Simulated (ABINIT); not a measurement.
Wanted: the native input for an ABINIT 10.8.3 (patched build) run.

| Quantity | Value |
| --- | --- |
| Task | single point |
| Functional | PBE |
| Potentials or basis | SPMS NC PBE v1.0 |
| Cutoff | 490 eV |
| k mesh | 6 × 6 × 4 |
| Occupations | fixed |
| Spin | no spin polarisation |

PtS2:

```xyz
3
Lattice="3.5432 0.0000 0.0000 -1.7716 3.0685 0.0000 0.0000 0.0000 5.0388" Properties=species:S:1:pos:R:3 pbc="T T T"
Pt    0.0000    0.0000    0.0000
S     1.7716    1.0228    3.8950
S     0.0000    2.0457    1.1438
```

These files were run (other wordings do the same):

run.abi

```
# Pseudopotentials
pp_dirpath "./"
pseudos "78_Pt_18_2.2_2.4_pbe_n_v1.0.psp8, 16_S_6_1.8_1.9_pbe_n_v1.0.psp8"

# Structure
acell 3*1.0
rprim
     6.6956776048     0.0000000000     0.0000000000
    -3.3478388024     5.7986269013     0.0000000000
     0.0000000000     0.0000000000     9.5219519968
ntypat 2
znucl 78 16
natom 3
typat 1 2 2
xcart
     0.0000000000     0.0000000000     0.0000000000
     3.3478388027     1.9328756336     7.3604688935
    -0.0000000003     3.8657512677     2.1614831033

# Plane-wave basis
ecut 18.0

# k points
kptopt 1
ngkpt 6 6 4
nshiftk 1
shiftk 0.0 0.0 0.0

# Exchange and correlation
ixc 11

# Bands and occupations
nband 17
occopt 1

# SCF cycle
nstep 100
tolvrs 1.0e-10
diemac 6.0

# Output
iomode 3
prtwf 0
prtden 0
prteig 0
prtebands 0
enunit 1
```

Potentials or basis: SPMS NC PBE v1.0.

Run with:

```sh
$ mpirun --bind-to none -np 8 abinit run.abi > log 2>&1
```

Results of the run:

- Pressure: 11.0 GPa
- Largest force: 1.255 eV/Å
- Band gap on the k mesh: 0.97 eV, indirect (least direct gap 1.49 eV)
- Valence electrons inside the program's atomic spheres: Pt 14.51; S 3.94

Caveat: spin-orbit coupling is left out, which moves the levels of the heavy elements; forces of over 1 eV/Å show positions far from the minimum, so gaps and moduli don't describe the material at rest.

It took 2.9 s on 8 MPI ranks on Arm Neoverse V2 (shared host), peak memory 0.48 GiB a rank.
